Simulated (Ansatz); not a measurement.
# Structure types of Si₂Mo compared at 0.041 GPa

Structure types of Si₂Mo are relaxed in primitive cells with their symmetry kept at 0.041 GPa, first on PAW files, then by LAPW. The enthalpy is E + pV at zero temperature, without zero-point motion. Only the types listed were tried, and differences under about 5 meV/atom are mesh noise. The real phase may be another.

All numbers are PBE results (scalar-relativistic) from Ansatz 0.2.0, with Fermi–Dirac smearing of 0.1 eV, no spin polarisation. Methods: LAPW: all electrons, basis error target 0.5 meV/atom; PAW: frozen-core files, cutoff 420 eV.

k meshes: MoSi2 14×14×14, fluorite 9×9×9, AlB2 9×9×7.

Q: Order the types by LAPW enthalpy, lowest first.
A. MoSi2
B. AlB2
C. fluorite

A: A (0 meV/atom), B (653 meV/atom), C (841 meV/atom).

```csv
start type,ends as,"a, b, c (Å)",V (Å³/atom),"H − H(lowest), LAPW (meV/atom)","same, PAW"
MoSi2,"MoSi2, I4/mmm","3.217, 3.217, 7.874",13.58,0.0,0.0
fluorite,"fluorite, Fm-3m","5.861, 5.861, 5.861",16.77,841.2,841.0
AlB2,"AlB2, P6/mmm","4.310, 4.310, 2.608",13.98,653.5,654.1
```
